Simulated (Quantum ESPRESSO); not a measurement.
Crystal: Ti.

```
Ti
1.0
     0.00000    2.03000    2.03000
     2.03000    0.00000    2.03000
     2.03000    2.03000    0.00000
Ti
1
Direct
  0.00000 0.00000 0.00000
```

This isn't the form of Ti at room conditions, which is hcp.

| Item | Value |
| --- | --- |
| Program | Quantum ESPRESSO 7.5 |
| Task | phonons and electron-phonon coupling |
| Functional | LDA |
| Potentials or basis | GBRV 1.5 LDA |
| Cutoff | 612 eV |
| Density cutoff | 4898 eV |
| k mesh | 12 × 12 × 12 |
| Occupations | methfessel-paxton, width 0.272 eV |
| Spin | no spin polarisation |
| Form of the LDA correlation | PZ81 |
| Mixing beta | 0.5 |
| Most SCF iterations | 120 |
| SCF threshold | 2e-10 Ry |
| q mesh | 4 × 4 × 4 |

The cell and the atoms were relaxed first, to 16.02 Å³/atom (a = 2.829 Å, b = 2.829 Å, c = 2.829 Å, α = 60.00°, β = 60.00°, γ = 60.00°), and the response was taken there.

Levels for the coupling come from a 36 × 36 × 36 mesh; ten broadenings of the double delta from 0.07 to 0.68 eV; Tc from the McMillan formula in the Allen-Dynes form.

Task: How strong is the electron-phonon coupling, and what superconducting temperature follows?

Result: Over broadenings from 0.27 to 0.54 eV, λ lies between 1.28 and 1.33 and ω_log near 189 K, which gives Tc from 18.1 to 19.2 K at μ* = 0.10 and from 16.2 to 17.3 K at μ* = 0.13.

Electron-phonon coupling by broadening of the double delta (levels on a 36 × 36 × 36 mesh):
```
broadening (eV)     λ  N(E_F) (states/eV a spin and cell)  ω_log (K)  Tc, μ* 0.10 (K)  Tc, μ* 0.13 (K)
           0.07  1.31                               0.793        192             19.0             17.1
           0.14  1.33                               0.798        189             19.1             17.2
           0.20  1.34                               0.793        190             19.3             17.4
           0.27  1.33                               0.791        190             19.2             17.3
           0.34  1.32                               0.787        190             19.0             17.0
           0.41  1.30                               0.782        190             18.7             16.8
           0.48  1.29                               0.775        189             18.4             16.5
           0.54  1.28                               0.769        188             18.1             16.2
           0.61  1.27                               0.764        187             17.9             16.0
           0.68  1.26                               0.760        185             17.7             15.8
```

The same from a weighted sum over the computed q points, without interpolation:
```csv
broadening (eV),λ,ω_log (K),"Tc, μ* 0.10 (K)","Tc, μ* 0.13 (K)"
0.07,1.36,186,19.3,17.4
0.14,1.39,184,19.5,17.6
0.20,1.40,185,19.6,17.8
0.27,1.39,185,19.6,17.7
0.34,1.38,184,19.3,17.5
0.41,1.37,183,19.0,17.2
0.48,1.36,182,18.7,16.9
0.54,1.35,181,18.5,16.6
0.61,1.34,179,18.2,16.4
0.68,1.33,178,18.0,16.2
```

Phonon frequencies at the corners of the path (cm⁻¹, interpolated; i marks imaginary ones):
```csv
point,frequencies
Γ,0 0 0
X,165 165 249
W,145 222 222
K,140 190 218
L,76 76 193
U,140 190 218
```

The smallest broadenings aren't converged on these meshes, and μ* is assumed, not computed; spin fluctuations are left out.

Caveat: λ from interpolated matrix elements is rough: modes that symmetry makes equal can differ by tens of percent.
